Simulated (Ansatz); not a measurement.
# InP: the cost of one run

Program: Ansatz 0.2.0. Level of theory: plane waves, PAW. These are calculated values, not measurements.

## (1) The structure to begin with

Symmetry: F-43m, No. 216, cubic system. The conventional cell has a = 5.908 Å, b = 5.908 Å, c = 5.908 Å, α = 90.00°, β = 90.00°, γ = 90.00°. Around In (site symmetry -43m) lie 4 P at 2.56 Å. P (site symmetry -43m) has 4 In at 2.56 Å in its first shell of neighbours.

Structure file:

```
CELL_PARAMETERS angstrom
0.00000 2.95379 2.95379
2.95379 0.00000 2.95379
2.95379 2.95379 0.00000
ATOMIC_POSITIONS crystal
In 0.00000 0.00000 0.00000
P 0.25000 0.25000 0.25000
```

The cell was relaxed beforehand with r2SCAN; those runs aren't shown. No run includes spin-orbit coupling, which matters for In.

## (2) PBE, anion s p, 6×6×6

File input.yaml:

```yaml
crystal:
  lattice:
    - [0.0, 2.953787637, 2.953787637]
    - [2.953787637, 0.0, 2.953787637]
    - [2.953787637, 2.953787637, 0.0]
  atoms:
    - { symbol: In, position: [0.0, 0.0, 0.0] }
    - { symbol: P, position: [0.25, 0.25, 0.25] }
kpoints:
  mp_grid: { grid: [6, 6, 6] }
  band_path:
    path:
      - [[0.0, 0.0, 0.0], [-0.5, -0.5, -1.58702752069e-33], [-0.375, -0.375, 0.25]]
      - [[-0.375, 1.690291113182e-17, 0.375], [0.0, 0.0, 0.0], [-9.420550808186e-17, 1.181298130025e-17, 0.5], [-0.5, -0.25, 0.25], [-0.5, -0.5, -1.58702752069e-33]]
    npoints: 10
hamiltonian:
  xc: pbe
scf:
  occupations: { method: fixed }
  n_extra_bands: 6
output:
  forces: false
  stress: false
  eigenvalues: true
  wannier:
    kmesh: [6, 6, 6]
    projections: [{ species: P, l: s, shell: 3 }, { species: P, l: p, shell: 3 }]
    minimise: true
    write_hr: true
    conv_tol: 1.0e-08
    max_iter: 3000
```

Launch:

```console
$ ansatz run input.yaml --threads 4 --pin off --max-ram 3686MiB --backend cpu --events-out ev --progress --plain --runs-dir out
```

Q: Estimate wall time and peak memory on 4 threads of Arm Neoverse V1, shared host.

About 1.6 s, with a peak of 0.3 GiB.
